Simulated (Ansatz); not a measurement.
# GaP (ordered beta-tin type): the structure under pressure, part 3 of 3

Aim: for GaP (ordered beta-tin type), follow the structure under pressure.

Ansatz 0.2.0; DFT LDA, scalar-relativistic, plane waves, PAW.

### 4 Cell and atoms relaxed at 12 GPa

It takes the final geometry of step 3.

Input file input.yaml:

```yaml
crystal:
  lattice:
    - [-2.3135194093, 2.3135194093, 1.272831505]
    - [2.3135194093, -2.3135194093, 1.272831505]
    - [2.3135194093, 2.3135194093, -1.272831505]
  atoms:
    - { symbol: Ga, position: [0.0, 0.0, 0.0] }
    - { symbol: P, position: [0.75, 0.25, 0.5] }
scf:
  occupations: { method: gaussian, width: 0.1 }
output:
  forces: true
  stress: true
  eigenvalues: true
hamiltonian:
  xc: lda
basis:
  ecutwfc: 500
kpoints:
  mp_grid: { grid: [16, 16, 16] }
relax:
  f_tol: 0.005
  max_steps: 60
  cell: { stress_tol: 0.05, p_target: 12 }
```

Started as:

```
$ ansatz run input.yaml --threads 4 --pin off --max-ram 10240MiB --backend cpu --events-out ev --progress --plain --runs-dir out
```

The program printed:

```text
Warning: RAYON_NUM_THREADS=4 ignored (pool sized by the plan → 4); use --threads N
Engine: ansatz 0.2.0, x86_64-unknown-linux-gnu
Pseudopotentials: kind: paw
Pseudopotential: Ga, paw, valence charge 13, recommended cutoff 420 eV (normal), Ga.paw.azcp
Pseudopotential: P, paw, valence charge 5, recommended cutoff 420 eV (normal), P.paw.azcp
Functional definition: SPW92
  exchange = slater_x
  correlation = pw_c
Crystal: 2 atoms, lattice volume = 27.251 Å³
Basis set: ecut = 500 eV, 705 PW (Γ)
Bands: 13, of which v1, the nominal top of the filled ones, is band 9 counted from 1 (8 counted from 0)
Symmetry: 8 space group operations
Space group: I-4m2 (ITA 119), of the structure as read, at distance tolerance 3.0e-5 Å
k-points: 349 of 4096 (time reversal used)
Non-local potential: Ga, projectors of the file, l = 0: 2, l = 1: 2, l = 2: 3, l = 3: 1
Non-local potential: P, projectors of the file, l = 0: 2, l = 1: 2, l = 2: 2
PAW form: soft (Blöchl's): semilocal exchange-correlation on the pseudo side does not see the compensation charge
PAW frozen core: Ga, regenerated for the run's functional, and the local potential with it (the file was generated under x = pbe(κ = 0.804, μ = 0.2195149727645171), c = pbe(β = 0.06672455060314922))
PAW frozen core: P, regenerated for the run's functional, and the local potential with it (the file was generated under x = pbe(κ = 0.804, μ = 0.2195149727645171), c = pbe(β = 0.06672455060314922))
PAW one-centre angular grid: Ga, 590 points (default); XC on 64 Gauss nodes
PAW one-centre angular grid: P, 110 points (default); XC on 64 Gauss nodes
Initial density: superposition of atomic densities (neutral atoms: chi_scale 0, normalization atom), corrected by the library's trained network
Initial wavefunctions: pseudopotential atomic-orbital guess
Functional: x = slater, c = lda
SCF iter   1: F=—  HF=-4432.769944 eV  |F-HF|=—  |Δ(HF+E_count)|=         —  Δρ=7.07e-3  dr2=1.03e-2  ethr=1.77e-3  ⟨swp⟩=5.8  Hψ=27820  notcnv=0
preconditioner: auto → none  [metal: Δε(μ)=0.040 eV  Ē_g=16.542 eV  σ=0.100 eV  W_gap=0.22  n_scr=4 (ndim 8)  ℏωp=30.2 eV  f_vac=0.000  D(μ)=0.37/eV (n_scr^D=0)  sad-step TF]
SCF iter   2: F=—  HF=-4432.766765 eV  |F-HF|=—  |Δ(HF+E_count)|=   3.18e-3  Δρ=3.95e-3  dr2=3.81e-3  ethr=5.72e-5  ⟨swp⟩=1.9  Hψ=9022  notcnv=0
SCF iter   3: F=—  HF=-4432.765891 eV  |F-HF|=—  |Δ(HF+E_count)|=   8.74e-4  Δρ=1.27e-3  dr2=5.61e-4  ethr=2.12e-5  ⟨swp⟩=2.7  Hψ=7027  notcnv=0
SCF iter   4: F=—  HF=-4432.765562 eV  |F-HF|=—  |Δ(HF+E_count)|=   3.29e-4  Δρ=3.43e-4  dr2=3.23e-5  ethr=3.12e-6  ⟨swp⟩=2.0  Hψ=7622  notcnv=0
SCF iter   5: F=—  HF=-4432.765545 eV  |F-HF|=—  |Δ(HF+E_count)|=   1.74e-5  Δρ=5.38e-5  dr2=4.68e-7  ethr=1.79e-7  ⟨swp⟩=2.0  Hψ=7583  notcnv=0
SCF iter   6: F=-4432.765545 eV  HF=-4432.765545 eV  |F-HF|=1.42e-8  |Δ(HF+E_count)|=   2.09e-9  Δρ=1.56e-5  dr2=1.96e-8  ethr=5.56e-10  ⟨swp⟩=6.6  Hψ=22592  notcnv=0
SCF 1 converged in 6 iterations: F = -4432.765545 eV  dr2 = 1.96e-8
relax step   1: F+E_penalty+E_count = -4432.76554462 eV  Δ(F+E_penalty+E_count) = +0.000e0 eV  max|allowed force component| = 5.725e-17 eV/Å  Δτ_max = 0.0000 Å  P = +18.003 GPa  Ω = 27.251 Å³  (6 SCF iters, dr2 threshold 1.00e-7 eV, accepted)
Crystal: 2 atoms, lattice volume = 28.068 Å³
Basis set: ecut = 500 eV, 725 PW (Γ)
Initial density: handed on by an earlier stage of this run
Initial wavefunctions: those handed on with the density
iter 1 solved again at ethr=2.84e-6 eV; its pass at ethr=3.10e-3 eV (dr2=5.12e-4 eV) is discarded
SCF iter   1: F=—  HF=-4432.844705 eV  |F-HF|=—  |Δ(HF+E_count)|=         —  Δρ=1.53e-3  dr2=5.28e-4  ethr=2.84e-6  ⟨swp⟩=1.9  Hψ=33188  notcnv=0
preconditioner: auto → none  [metal: Δε(μ)=0.015 eV  Ē_g=16.372 eV  σ=0.100 eV  W_gap=0.08  n_scr=4 (ndim 8)  ℏωp=29.7 eV  f_vac=0.000  D(μ)=0.47/eV (n_scr^D=0)]
SCF iter   2: F=—  HF=-4432.844528 eV  |F-HF|=—  |Δ(HF+E_count)|=   1.76e-4  Δρ=5.94e-4  dr2=7.47e-5  ethr=2.84e-6  ⟨swp⟩=2.9  Hψ=7576  notcnv=0
SCF iter   3: F=—  HF=-4432.844500 eV  |F-HF|=—  |Δ(HF+E_count)|=   2.84e-5  Δρ=2.93e-4  dr2=1.80e-5  ethr=4.15e-7  ⟨swp⟩=2.0  Hψ=7592  notcnv=0
SCF iter   4: F=—  HF=-4432.844494 eV  |F-HF|=—  |Δ(HF+E_count)|=   6.40e-6  Δρ=6.06e-5  dr2=4.41e-7  ethr=1.00e-7  ⟨swp⟩=2.0  Hψ=7514  notcnv=0
SCF iter   5: F=-4432.844494 eV  HF=-4432.844494 eV  |F-HF|=3.74e-8  |Δ(HF+E_count)|=   1.15e-8  Δρ=1.11e-5  dr2=2.14e-8  ethr=1.11e-9  ⟨swp⟩=6.0  Hψ=22655  notcnv=0
SCF 2 converged in 5 iterations: F = -4432.844494 eV  dr2 = 2.14e-8
relax step   2: F+E_penalty+E_count = -4432.84449358 eV  Δ(F+E_penalty+E_count) = -7.895e-2 eV  max|allowed force component| = 5.551e-17 eV/Å  Δτ_max = 0.0000 Å  P = +13.108 GPa  Ω = 28.068 Å³  energy of the carried Pulay correction = -7.744e-5 eV  (5 SCF iters, dr2 threshold 2.00e-7 eV, accepted)
Crystal: 2 atoms, lattice volume = 28.261 Å³
Basis set: ecut = 500 eV, 741 PW (Γ)
iter 1 solved again at ethr=1.17e-7 eV; its pass at ethr=3.10e-3 eV (dr2=2.11e-5 eV) is discarded
SCF iter   1: F=—  HF=-4432.859706 eV  |F-HF|=—  |Δ(HF+E_count)|=         —  Δρ=3.38e-4  dr2=2.37e-5  ethr=1.17e-7  ⟨swp⟩=2.2  Hψ=31380  notcnv=0
preconditioner: auto → none  [metal: Δε(μ)=0.004 eV  Ē_g=16.315 eV  σ=0.100 eV  W_gap=0.02  n_scr=4 (ndim 8)  ℏωp=29.6 eV  f_vac=0.000  D(μ)=0.49/eV (n_scr^D=0)]
SCF iter   2: F=—  HF=-4432.859699 eV  |F-HF|=—  |Δ(HF+E_count)|=   7.64e-6  Δρ=1.36e-4  dr2=3.75e-6  ethr=1.17e-7  ⟨swp⟩=2.7  Hψ=7789  notcnv=0
SCF iter   3: F=—  HF=-4432.859698 eV  |F-HF|=—  |Δ(HF+E_count)|=   9.63e-7  Δρ=5.91e-5  dr2=1.16e-6  ethr=2.09e-8  ⟨swp⟩=2.0  Hψ=7655  notcnv=0
SCF iter   4: F=-4432.859697 eV  HF=-4432.859697 eV  |F-HF|=4.17e-10  |Δ(HF+E_count)|=   5.21e-7  Δρ=1.33e-5  dr2=2.18e-8  ethr=1.11e-9  ⟨swp⟩=4.0  Hψ=25130  notcnv=0
SCF 3 converged in 4 iterations: F = -4432.859697 eV  dr2 = 2.18e-8
relax step   3: F+E_penalty+E_count = -4432.85969711 eV  Δ(F+E_penalty+E_count) = -1.520e-2 eV  max|allowed force component| = 5.898e-17 eV/Å  Δτ_max = 0.0000 Å  P = +12.060 GPa  Ω = 28.261 Å³  energy of the carried Pulay correction = -9.539e-5 eV  (4 SCF iters, dr2 threshold 2.00e-7 eV, accepted)
Crystal: 2 atoms, lattice volume = 28.275 Å³
iter 1 solved again at ethr=2.65e-9 eV; its pass at ethr=3.10e-3 eV (dr2=4.78e-7 eV) is discarded
SCF iter   1: F=—  HF=-4432.860747 eV  |F-HF|=—  |Δ(HF+E_count)|=         —  Δρ=4.11e-5  dr2=5.38e-7  ethr=2.65e-9  ⟨swp⟩=3.2  Hψ=33353  notcnv=0
preconditioner: auto → none  [metal: Δε(μ)=0.009 eV  Ē_g=16.308 eV  σ=0.100 eV  W_gap=0.05  n_scr=4 (ndim 8)  ℏωp=29.6 eV  f_vac=0.000  D(μ)=0.50/eV (n_scr^D=0)]
SCF iter   2: F=—  HF=-4432.860747 eV  |F-HF|=—  |Δ(HF+E_count)|=   1.56e-7  Δρ=1.70e-5  dr2=6.78e-8  ethr=2.65e-9  ⟨swp⟩=1.9  Hψ=5229  notcnv=0
SCF iter   3: F=-4432.860747 eV  HF=-4432.860747 eV  |F-HF|=1.24e-8  |Δ(HF+E_count)|=   1.40e-8  Δρ=6.84e-6  dr2=1.39e-8  ethr=3.32e-10  ⟨swp⟩=5.2  Hψ=19626  notcnv=0
SCF 4 converged in 3 iterations: F = -4432.860747 eV  dr2 = 1.39e-8
relax step   4: F+E_penalty+E_count = -4432.86074684 eV  Δ(F+E_penalty+E_count) = -1.050e-3 eV  max|allowed force component| = 5.551e-17 eV/Å  Δτ_max = 0.0000 Å  P = +11.991 GPa  Ω = 28.275 Å³  energy of the carried Pulay correction = -9.661e-5 eV  (3 SCF iters, dr2 threshold 5.97e-8 eV, accepted)
Crystal: 2 atoms, lattice volume = 28.276 Å³
iter 1 solved again at ethr=1.53e-8 eV; its pass at ethr=3.10e-3 eV (dr2=2.75e-6 eV) is discarded
SCF iter   1: F=—  HF=-4432.860816 eV  |F-HF|=—  |Δ(HF+E_count)|=         —  Δρ=8.57e-5  dr2=3.14e-6  ethr=1.53e-8  ⟨swp⟩=2.0  Hψ=30894  notcnv=0
preconditioner: auto → none  [metal: Δε(μ)=0.004 eV  Ē_g=16.308 eV  σ=0.100 eV  W_gap=0.02  n_scr=4 (ndim 8)  ℏωp=29.6 eV  f_vac=0.000  D(μ)=0.50/eV (n_scr^D=0)]
SCF iter   2: F=—  HF=-4432.860816 eV  |F-HF|=—  |Δ(HF+E_count)|=   9.86e-7  Δρ=3.21e-5  dr2=3.11e-7  ethr=1.53e-8  ⟨swp⟩=2.1  Hψ=5811  notcnv=0
SCF iter   3: F=—  HF=-4432.860815 eV  |F-HF|=—  |Δ(HF+E_count)|=   1.03e-7  Δρ=1.28e-5  dr2=4.42e-8  ethr=1.73e-9  ⟨swp⟩=2.0  Hψ=7672  notcnv=0
SCF iter   4: F=-4432.860815 eV  HF=-4432.860815 eV  |F-HF|=1.43e-9  |Δ(HF+E_count)|=   1.72e-8  Δρ=3.59e-6  dr2=1.68e-9  ethr=4.90e-11  ⟨swp⟩=5.7  Hψ=21812  notcnv=0
SCF 5 converged in 4 iterations: F = -4432.860815 eV  dr2 = 1.68e-9
relax step   5: F+E_penalty+E_count = -4432.86081538 eV  Δ(F+E_penalty+E_count) = -6.854e-5 eV  max|allowed force component| = 5.204e-17 eV/Å  Δτ_max = 0.0000 Å  P = +12.000 GPa  Ω = 28.276 Å³  energy of the carried Pulay correction = -9.652e-5 eV  (4 SCF iters, dr2 threshold 8.81e-9 eV, accepted)
Initial wavefunctions: pseudopotential atomic-orbital guess (no wavefunctions were taken with the density)
iter 1 solved again at ethr=6.60e-7 eV; its pass at ethr=3.10e-3 eV (dr2=1.19e-4 eV) is discarded
SCF iter   1: F=—  HF=-4432.860913 eV  |F-HF|=—  |Δ(HF+E_count)|=         —  Δρ=1.95e-4  dr2=2.27e-7  ethr=6.60e-7  ⟨swp⟩=2.3  Hψ=38971  notcnv=0
eigensolver tolerance schedule: the retry pair's looser diagonalisation over-reported the residual by 522.78 of it (diagonalisation noise at 0.13 of the residual, at the tolerance the schedule requests for it); recorded, not acted on — ethr = c·dr2/N_el stays at c = 1.0e-1
preconditioner: auto → none  [metal: Δε(μ)=0.014 eV  Ē_g=16.308 eV  σ=0.100 eV  W_gap=0.08  n_scr=4 (ndim 8)  ℏωp=29.6 eV  f_vac=0.000  D(μ)=0.50/eV (n_scr^D=0)]
SCF iter   2: F=—  HF=-4432.860917 eV  |F-HF|=—  |Δ(HF+E_count)|=   3.81e-6  Δρ=9.76e-5  dr2=6.33e-8  ethr=1.26e-9  ⟨swp⟩=2.7  Hψ=7411  notcnv=0
SCF iter   3: F=—  HF=-4432.860918 eV  |F-HF|=—  |Δ(HF+E_count)|=   1.42e-6  Δρ=7.59e-6  dr2=6.64e-9  ethr=3.52e-10  ⟨swp⟩=2.8  Hψ=7793  notcnv=0
SCF iter   4: F=—  HF=-4432.860918 eV  |F-HF|=—  |Δ(HF+E_count)|=  8.52e-10  Δρ=1.86e-6  dr2=4.13e-11  ethr=3.69e-11  ⟨swp⟩=2.0  Hψ=7686  notcnv=0
SCF iter   5: F=-4432.860918 eV  HF=-4432.860918 eV  |F-HF|=4.00e-11  |Δ(HF+E_count)|=  4.53e-10  Δρ=5.36e-7  dr2=2.70e-12  ethr=1.00e-12  ⟨swp⟩=6.3  Hψ=23415  notcnv=0
SCF 6 converged in 5 iterations: F = -4432.860918 eV  dr2 = 2.70e-12
relax step   6: F+E_penalty+E_count = -4432.86091827 eV  Δ(F+E_penalty+E_count) = -1.029e-4 eV  max|allowed force component| = 5.725e-17 eV/Å  Δτ_max = 0.0000 Å  P = +12.001 GPa  Ω = 28.276 Å³  stress off target by 4.05e-3 GPa  SCF on the basis re-selected at this cell (its energy is not comparable with the rows above)  (5 SCF iters)
basis re-selected at this cell: Δ(F+E_penalty+E_count) = -1.029e-4 eV, ΔP = +0.002 GPa vs the last step (what re-selecting the basis moved, of the pressure what is left beyond the Pulay correction that the steps carried, after the strain that the cell walked since its last selection, with what the two solves' SCF thresholds leave and, on support functions, any second-order correction that the steps lacked; it is no measure of the basis error at this ecutwfc). This SCF's stress stands 4.05e-3 GPa from its target on what of the cell is left free (relax.cell.stress_tol is 5.00e-2 GPa) and its largest allowed force component is 5.72e-17 eV/Å (relax.f_tol is 5.00e-3 eV/Å): within both
SCF converged after 5 iterations
Free energy (F): -4432.860918 eV
Harris-Foulkes:  -4432.860918 eV  (|F-HF|=4.00e-11)
Internal energy: -4432.858408 eV  (E = F + TS)
E sigma→0 (E₀):  -4432.859663 eV
Entropy (-TS):   -0.002510 eV (-1.255 meV/atom)
Fermi energy:    12.494439 eV
--- Per-component energies (eV) ---
  E_band       = 21.912334
  E_kinetic    = 191.464932
  E_local      = -1863.130463  (includes V_loc(G=0)·N_el)
  E_nonlocal   = 461.203372
  E_hartree    = 887.637649
  E_xc         = -133.166994
  E_vxc        = -123.521068  (∫ρ·V_xc dr)
  E_paw        = -2451.258201  (= ΣΔE_a)
  E_vpaw       = -419.379751  (= ΣTr[D̂ρ^β])
  E_aug_tail   = -0.000034  (compensation charges beyond the density's cutoff)
  E_ewald      = -1527.454500
  E_core_change = 1.845831  (= ΣΔE_core)
  E_smearing   = -0.002510  (= −TS)
  E_closure    = -0.000000  (closes the sum)
  Σ components = -4432.860918   (vs F -4432.860918, Δ=0.00e0)
--- Forces (eV/Å), atoms counted from 1 ---
  atom   1  Ga     0.00000000     0.00000000     0.00000000
  atom   2  P     -0.00000000     0.00000000     0.00000000
  max |Σ_I F_I| component: 1.08e-16 eV/Å
--- Stress (GPa, compression-positive) ---
       11.999991       0.000000       0.000000
        0.000000      11.999991       0.000000
        0.000000       0.000000      12.004054
  P = ⅓ Tr σ = 12.0013 GPa (120.013 kbar)
--- Band table (eV; the first three rows and the last of 349) ---
  k-point 0: bands = ["-3.2396", "-2.8747", "-2.8295", "-2.8087", "-2.6666", "-2.6666", "9.3078", "9.3078", "10.0720", "15.3271", "18.4478", "22.2090", "22.2090"]
  k-point 1: bands = ["-3.2285", "-2.8725", "-2.8326", "-2.7751", "-2.6655", "-2.6630", "8.4293", "9.3610", "10.8238", "15.5664", "18.4015", "21.1894", "21.9064"]
  k-point 2: bands = ["-3.2049", "-2.8669", "-2.8412", "-2.7008", "-2.6624", "-2.6161", "7.2227", "9.5193", "11.6600", "16.2606", "18.2578", "19.9566", "21.2310"]
  k-point 348: bands = ["-3.2677", "-3.1734", "-2.7078", "-2.6433", "-2.6433", "1.6917", "5.0661", "5.0661", "5.3828", "17.0659", "19.2194", "25.3498", "25.3498"]
--- Relaxed structure (5 steps of the walk, 5 accepted, 1 SCFs on fresh bases) ---
  F+E_penalty+E_count = -4432.86091827 eV   max|allowed force component| = 5.725e-17 eV/Å   (the final SCF, on the basis selected at the relaxed cell)
  cell:  # Å, volume = 28.2762 Å³
    - [-2.338209881590897, 2.338209881590897, 1.292986073258054]
    - [2.338209881590897, -2.338209881590897, 1.292986073258054]
    - [2.338209881590897, 2.338209881590897, -1.292986073258054]
  atoms:
    - { symbol: Ga, position: [2.60146124213029e-36, -4.162337987408464e-35, -3.902191863195435e-35] }
    - { symbol: P, position: [0.7500000000000001, 0.24999999999999992, 0.5000000000000001] }
```

Run time: 26 s. Hardware: 4 threads of Intel Xeon 6975P-C (Granite Rapids), shared host; peak memory 0.57 GiB.

Relaxation path:

```
step  energy from step 1 (eV/cell)  largest force component (eV/Å)  pressure (GPa)  volume (Å³)
   1                        0.0000                          0.0000           18.00        27.25
   2                       -0.0789                          0.0000           13.11        28.07
   3                       -0.0942                          0.0000           12.06        28.26
   4                       -0.0952                          0.0000           11.99        28.28
   5                       -0.0953                          0.0000           12.00        28.28
   6                       -0.0954                          0.0000           12.00        28.28
```

Step 1 is the start. Step 6 repeats the geometry before it on a plane-wave basis chosen anew for that cell, so its energy need not be comparable with the rows above.

Lengths and angles in the start's conventional setting:

«Before» is this run's own start.

|  | before | after | change |
| --- | --- | --- | --- |
| a (Å) | 4.627 | 4.676 | +1.1 % |
| b (Å) | 4.627 | 4.676 | +1.1 % |
| c (Å) | 2.546 | 2.586 | +1.6 % |
| volume (Å³/atom) | 13.63 | 14.14 | +3.8 % |
| shortest distance (Å) | 2.399 | 2.426 | +1.1 % |
| space group (0.01 Å) | I-4m2 | I-4m2 | same |

The run keeps the 8 symmetry operations of the start, so it could not have lowered the symmetry.

### 5 Results

What follows sums up all 3 parts.

```
step  volume (Å³/atom)  pressure (GPa)  energy above the lowest (meV/atom)  gap on the mesh (eV)  time
   2             13.20            24.0                               103.5                  0.00  31 s
   3             13.63            18.0                                47.6                  0.00  19 s
   4             14.14            12.0                                 0.0                  0.00  26 s
```

**Reading.** From 12 to 24 GPa the volume falls by 6.7 %; both ends are metals on the mesh. The space group stays I-4m2, which the runs' symmetry holds.
